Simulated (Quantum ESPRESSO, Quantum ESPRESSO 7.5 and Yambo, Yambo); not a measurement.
# Quasiparticle gap of BAs (F-43m) in Yambo

Wanted: ground state, empty states, screening and self-energy for BAs (F-43m).

Calculated with Quantum ESPRESSO 7.5 and Yambo 5.3.0; PBE and many-body steps on it, plane waves.

**The experiments to reproduce.**

- Gap 2.02 eV: indirect gap from square root of absorption coefficient, average of three samples; transmission and reflection spectroscopy; 300 K; bulk crystal (CVT-grown platelets about 10 um thick) (“Optical properties of cubic boron arsenide”, 2019, arxiv:1911.04914).

- Gap 4.12 eV: direct gap from square of absorption coefficient, average of two samples; spectroscopic ellipsometry; 300 K; bulk crystal (CVT-grown opaque bulk crystals) (“Optical properties of cubic boron arsenide”, 2019, arxiv:1911.04914).

- Gap 1.82 eV: indirect gap from Tauc plot of optical absorption; UV-visible absorption, indirect Tauc plot; 300 K; bulk crystal (three thin as-grown single crystals with the same absorption edge) (“Photoluminescence mapping and time-domain thermo-photoluminescence for rapid imaging and measurement of thermal conductivity of boron arsenide”, 2019, arxiv:1910.07149).

This is a report of a sequence of runs, with most program output left out.

## 1. The starting structure

Symmetry: F-43m, No. 216, cubic system. The conventional cell has a = 4.777 Å, b = 4.777 Å, c = 4.777 Å, α = 90.00°, β = 90.00°, γ = 90.00°. B has 4 As at 2.07 Å nearest. As has 4 B at 2.07 Å nearest. Farther neighbours are not listed.

As a file:

```cif
data_structure
_symmetry_space_group_name_H-M 'P 1'
_symmetry_Int_Tables_number 1
_cell_length_a 3.3778
_cell_length_b 3.3778
_cell_length_c 3.3778
_cell_angle_alpha 60.000
_cell_angle_beta 60.000
_cell_angle_gamma 60.000
_cell_volume 27.25
loop_
_atom_site_label
_atom_site_type_symbol
_atom_site_fract_x
_atom_site_fract_y
_atom_site_fract_z
_atom_site_occupancy
B1 B 0.00000 0.00000 0.00000 1
As2 As 0.25000 0.25000 0.25000 1
```

The cell and positions come from the Crystallography Open Database and are kept as given unless a step says otherwise.

## 2. Ground state

This step: Quantum ESPRESSO 7.5; DFT, PBE, plane waves, norm-conserving pseudopotentials.

The ground-state density comes first.

Contents of pw.in:

```
&control
  calculation = 'scf'
  prefix = 'x'
  outdir = 'o'
  pseudo_dir = 'pseudo'
/
&system
  ibrav = 0
  nat = 2
  ntyp = 2
  ecutwfc = 76.0
  nbnd = 14
  force_symmorphic = .true.
/
&electrons
  conv_thr = 1e-10
  electron_maxstep = 80
  mixing_beta = 0.5
/
ATOMIC_SPECIES
  B 10.81 B.upf
  As 74.922 As.upf
CELL_PARAMETERS angstrom
  -0.0000000000 2.3885000000 2.3885000000
  2.3885000000 -0.0000000000 2.3885000000
  2.3885000000 2.3885000000 -0.0000000000
ATOMIC_POSITIONS crystal
  B 0.0000000000 0.0000000000 0.0000000000
  As 0.2500000000 0.2500000000 0.2500000000
K_POINTS automatic
  8 8 8 0 0 0
```

On the command line:

```console
> OMP_NUM_THREADS=1 mpirun -n 4 pw.x -nk 4 -in pw.in > pw.out
```

Wall time 4.4 s (4 MPI ranks of Arm Neoverse V1, shared host); peak memory 0.21 GiB; 17 s of CPU time.

This step gave:

| Property | Result |
| --- | --- |
| total energy | -2966.2869 eV |
| gap | 1.209 eV |
| k of the valence top | 0, 0, 0 |
| k of the conduction bottom | 0, 0.375, 0.375 |
| least direct gap | 3.292 eV |

The gap is indirect, with the least direct gap 2.08 eV higher.

## 3. Bands along the symmetry lines

Levels along a band path, at the cheap level, show where the edges lie and whether the meshes to come will hold them.

Contents of pw.in:

```
&control
  calculation = 'bands'
  prefix = 'x'
  outdir = 'o'
  pseudo_dir = 'pseudo'
/
&system
  ibrav = 0
  nat = 2
  ntyp = 2
  ecutwfc = 76.0
  nbnd = 15
  force_symmorphic = .true.
/
&electrons
  conv_thr = 1e-9
  electron_maxstep = 80
  diago_full_acc = .true.
  diago_thr_init = 5e-6
/
ATOMIC_SPECIES
  B 10.81 B.upf
  As 74.922 As.upf
CELL_PARAMETERS angstrom
  -0.0000000000 2.3885000000 2.3885000000
  2.3885000000 -0.0000000000 2.3885000000
  2.3885000000 2.3885000000 -0.0000000000
ATOMIC_POSITIONS crystal
  B 0.0000000000 0.0000000000 0.0000000000
  As 0.2500000000 0.2500000000 0.2500000000
K_POINTS crystal
  50
  0.00000000 0.00000000 0.00000000 1
  -0.06250000 -0.06250000 0.00000000 1
  -0.12500000 -0.12500000 0.00000000 1
  -0.18750000 -0.18750000 0.00000000 1
  -0.25000000 -0.25000000 0.00000000 1
  -0.31250000 -0.31250000 0.00000000 1
  -0.37500000 -0.37500000 0.00000000 1
  -0.43750000 -0.43750000 0.00000000 1
  -0.50000000 -0.50000000 0.00000000 1
  -0.48437500 -0.48437500 0.03125000 1
  -0.46875000 -0.46875000 0.06250000 1
  -0.45312500 -0.45312500 0.09375000 1
  -0.43750000 -0.43750000 0.12500000 1
  -0.42187500 -0.42187500 0.15625000 1
  -0.40625000 -0.40625000 0.18750000 1
  -0.39062500 -0.39062500 0.21875000 1
  -0.37500000 -0.37500000 0.25000000 1
  -0.37500000 0.00000000 0.37500000 1
  -0.32812500 0.00000000 0.32812500 1
  -0.28125000 0.00000000 0.28125000 1
  -0.23437500 0.00000000 0.23437500 1
  -0.18750000 0.00000000 0.18750000 1
  -0.14062500 0.00000000 0.14062500 1
  -0.09375000 0.00000000 0.09375000 1
  -0.04687500 0.00000000 0.04687500 1
  0.00000000 0.00000000 0.00000000 1
  0.00000000 0.00000000 0.06250000 1
  0.00000000 0.00000000 0.12500000 1
  0.00000000 0.00000000 0.18750000 1
  0.00000000 0.00000000 0.25000000 1
  0.00000000 0.00000000 0.31250000 1
  0.00000000 0.00000000 0.37500000 1
  0.00000000 0.00000000 0.43750000 1
  -0.00000000 -0.00000000 0.50000000 1
  -0.06250000 -0.03125000 0.46875000 1
  -0.12500000 -0.06250000 0.43750000 1
  -0.18750000 -0.09375000 0.40625000 1
  -0.25000000 -0.12500000 0.37500000 1
  -0.31250000 -0.15625000 0.34375000 1
  -0.37500000 -0.18750000 0.31250000 1
  -0.43750000 -0.21875000 0.28125000 1
  -0.50000000 -0.25000000 0.25000000 1
  -0.50000000 -0.28125000 0.21875000 1
  -0.50000000 -0.31250000 0.18750000 1
  -0.50000000 -0.34375000 0.15625000 1
  -0.50000000 -0.37500000 0.12500000 1
  -0.50000000 -0.40625000 0.09375000 1
  -0.50000000 -0.43750000 0.06250000 1
  -0.50000000 -0.46875000 0.03125000 1
  -0.50000000 -0.50000000 0.00000000 1
```

Run time: 2.7 s. Hardware: 4 MPI ranks; peak memory 0.19 GiB.

Numbers from this step:

```yaml
gap: 1.209 eV
k_of_the_valence_top: 0, 0, 0
k_of_the_conduction_bottom: -0.375, -0.375, 0
least_direct_gap: 3.292 eV
```

The gap is 1.209 eV, as in the run before at this level.

The electronic bands at the labelled points (eV, zero at the top of the highest filled band):

```csv
point,band 6,band 7,band 8,band 9,band 10,band 11,band 12,band 13
Γ,-15.40,0.00,0.00,0.00,3.29,3.29,3.29,4.69
halfway,-14.05,-4.10,-2.70,-2.70,1.67,4.55,7.42,7.42
X,-11.22,-8.51,-4.07,-4.07,1.45,1.46,11.39,11.39
halfway,-11.19,-8.41,-4.90,-3.92,1.61,2.81,10.72,10.82
U,-11.26,-8.13,-5.94,-3.48,2.06,5.57,9.24,9.78
jump to K,-11.26,-8.13,-5.94,-3.48,2.06,5.57,9.24,9.78
halfway,-13.91,-5.13,-3.78,-1.13,3.99,4.92,5.80,7.02
Γ,-15.40,0.00,0.00,0.00,3.29,3.29,3.29,4.69
halfway,-14.40,-4.93,-1.15,-1.15,3.08,4.67,4.67,7.92
L,-12.53,-8.77,-1.82,-1.82,2.70,4.81,4.81,8.91
halfway,-11.96,-8.28,-4.55,-3.07,3.99,4.79,7.48,9.06
W,-11.06,-8.05,-5.48,-5.18,5.28,5.95,6.83,7.06
halfway,-11.14,-8.31,-4.81,-4.69,2.91,3.02,9.72,10.01
X,-11.22,-8.51,-4.07,-4.07,1.45,1.46,11.39,11.39
```

## 4. Empty states on the mesh, 6×6×6 mesh, 184 bands

The sums over transitions need many empty states on a uniform mesh; this step solves for them.

Contents of pw.in:

```
&control
  calculation = 'nscf'
  prefix = 'x'
  outdir = 'o'
  pseudo_dir = 'pseudo'
/
&system
  ibrav = 0
  nat = 2
  ntyp = 2
  ecutwfc = 76.0
  nbnd = 184
  force_symmorphic = .true.
/
&electrons
  conv_thr = 1e-9
  electron_maxstep = 80
  diago_full_acc = .true.
  diago_thr_init = 5e-6
/
ATOMIC_SPECIES
  B 10.81 B.upf
  As 74.922 As.upf
CELL_PARAMETERS angstrom
  -0.0000000000 2.3885000000 2.3885000000
  2.3885000000 -0.0000000000 2.3885000000
  2.3885000000 2.3885000000 -0.0000000000
ATOMIC_POSITIONS crystal
  B 0.0000000000 0.0000000000 0.0000000000
  As 0.2500000000 0.2500000000 0.2500000000
K_POINTS automatic
  6 6 6 0 0 0
```

Elapsed: 15 s, on 4 MPI ranks; peak memory 0.32 GiB.

Numbers from this step:

```
gap                                                           : 1.294 eV
k of the valence top                                          : 0, 0, 0
k of the conduction bottom                                    : 0, 0.3333, 0.3333
least direct gap                                              : 3.292 eV
k points computed                                             : 16
lowest point of the top converged band, above the valence top : 183.1518 eV
```

On this mesh the gap is 1.294 eV. The earlier step found 1.209 eV, so this mesh misses an edge.

## 5. Conversion and set-up

This step: Yambo 5.3.0; conversion and set-up on PBE, plane waves, norm-conserving pseudopotentials.

The states are converted to the many-body program's format and the q mesh is built.

On the command line:

```console
> (cd o/x.save; p2y > p2y.log; mv SAVE ../..); yambo > setup.log
```

Wall time 2.3 s (1 MPI rank); peak memory 0.24 GiB.

## 6. Screening and self-energy, 6×6×6 mesh, 184 bands, screening to 217.7 eV

G0W0 replaces the xc potential by the self-energy, built once from these orbitals. Only a window of levels is corrected, while the sums run over the empty bands that the input names.

This step: G0W0 on PBE, plane waves, norm-conserving pseudopotentials.

Contents of gw3.in:

```
HF_and_locXC
gw0
dyson
ppa
em1d
rim_cut
RandQpts= 1000000
RandGvec= 1 RL
EXXRLvcs= 76 Ry
VXCRLvcs= 304 Ry
Chimod= "HARTREE"
% BndsRnXp
 1 | 184 |
%
NGsBlkXp= 16 Ry
% LongDrXp
 1 | 1 | 1 |
%
% GbndRnge
 1 | 184 |
%
DysSolver= "n"
ExtendOut
PPAPntXp= 27.21138 eV
% QPkrange
 1 | 1 | 8 | 11 |
 10 | 10 | 8 | 11 |
%
```

On the command line:

```console
> OMP_NUM_THREADS=1 mpirun -n 4 yambo -F gw3.in -J gw3 -C gw3 > gw3.log
```

Wall time 6.9 min (4 MPI ranks); peak memory 1.8 GiB; 28 min of CPU time.

This step gave:

```yaml
g0w0_gap_on_the_points_computed: 2.207 eV
starting_gap_on_the_mesh: 1.294 eV
k_of_the_valence_top: 0, 0, 0
k_of_the_conduction_bottom: 0, 0.3333, 0.3333
least_direct_g0w0_gap_on_the_computed_points: 4.122 eV
z_at_the_valence_top: 0.8051
z_at_the_conduction_bottom: 0.8145
```

The gap on the mesh goes from 1.29 eV to 2.21 eV, a correction of +0.91 eV. The start differs from the 1.21 eV found before because the two sample other k points.

Limits: finite bands, cutoff and mesh; exchange with frozen shells missing; no spin-orbit coupling. v1 is the top filled band, c1 the lowest empty one. The levels before and after the correction (eV, zero at the valence-band top of each column):

|  | conduction bottom | valence top |
| --- | --- | --- |
| Kohn-Sham | 1.29 | 0.00 |
| G0W0 | 2.21 | 0.00 |

```csv
,level,energy (eV)
Kohn-Sham,Γ v2-v1,0.000
Kohn-Sham,Γ c1-c2,3.292
Kohn-Sham,(0 0.333 0.333) v2-v1,-3.451
Kohn-Sham,(0 0.333 0.333) c1,1.294
Kohn-Sham,(0 0.333 0.333) c2,3.157
G0W0,Γ v2-v1,0.000
G0W0,Γ c1-c2,4.122
G0W0,(0 0.333 0.333) v2-v1,-3.672
G0W0,(0 0.333 0.333) c1,2.207
G0W0,(0 0.333 0.333) c2,4.135
```

## 7. Where the time went

Times are wall times on the hardware named with each run, good to a factor of about two.

```csv
step,time,share,memory (GiB)
ground state,4.4 s,1 %,0.21
bands along the symmetry lines,2.7 s,1 %,0.19
empty states on the mesh,15 s,3 %,0.32
conversion and set-up,2.3 s,1 %,0.24
screening and self-energy,6.9 min,95 %,1.8
```

## 8. Results

```
PBE gap                              : 1.21 eV, indirect
G0W0 gap on the mesh                 : 2.21 eV
G0W0 gap over the zone (rigid shift) : 2.12 eV
GW settings                          : 6×6×6 mesh, 184 bands, screening to 217.7 eV, Godby-Needs plasmon pole
known limits                         : not at the basis limit; exchange with frozen shells missing; no spin-orbit coupling
```

G0W0 moves the gap on the mesh from 1.29 eV to 2.21 eV (+0.91 eV), with Z of 0.81 and 0.81 at the edges. The mesh misses the band edges by 0.08 eV in all; a rigid shift gives 2.12 eV for the zone. Only 2 of the mesh's irreducible points were corrected, so a valley elsewhere could overtake. The dearest step here is «screening and self-energy». Against experiment, by G0W0@PBE: the gap of 2.12 eV lies +0.10 eV from the measured 2.02 eV (indirect, 300 K, 2019); the direct gap of 4.12 eV lies +0.002 eV from the measured 4.12 eV (direct, 300 K, 2019); the gap of 2.12 eV lies +0.30 eV from the measured 1.82 eV (indirect, 300 K, 2019). An exciton line or allowed optical edge lies below the quasiparticle gap by the binding energy; a forbidden edge can push the onset above it. The calculation has static nuclei and no excitons; a measured gap holds zero-point and thermal motion, which mostly lowers it. Bands and cutoff are finite, so the gap is not at the basis limit. The miss can reach some tenths of an eV and take either sign; the mesh is an error of its own. In the G0W0 run levels were corrected at 2 k points alone, so a gap called «on the mesh» is the least over those, and an edge elsewhere would be missed. A denser mesh or path gives a starting gap of 1.21 eV: the GW mesh misses a band edge, so its gaps are not the fundamental one. The norm-conserving file of at least one element keeps a d shell over frozen s and p shells of the same row. Exchange with those shells is missing from the self-energy, an error of 0.3 to 0.9 eV in cases checked, whose sign depends on which edge lies on those atoms. The many-body steps are scalar-relativistic: spin-orbit coupling is not in them.

[Paths, hosts, dates, memory and timing lines, banners, echoed tables and standing remarks are left out of the program output.]

[Logs are printed without paths, hosts, clocks, repeated set-up lines and the standing remarks that a program may print on its own settings, such as how far it seeks lower states.]

[Runs of the session that timed out or met a known fault of the program may be left out.]

[Hosts, paths, dates, database ids (printed as entryN), source tags and the programs' standing remarks are cut or masked in the printed files.]
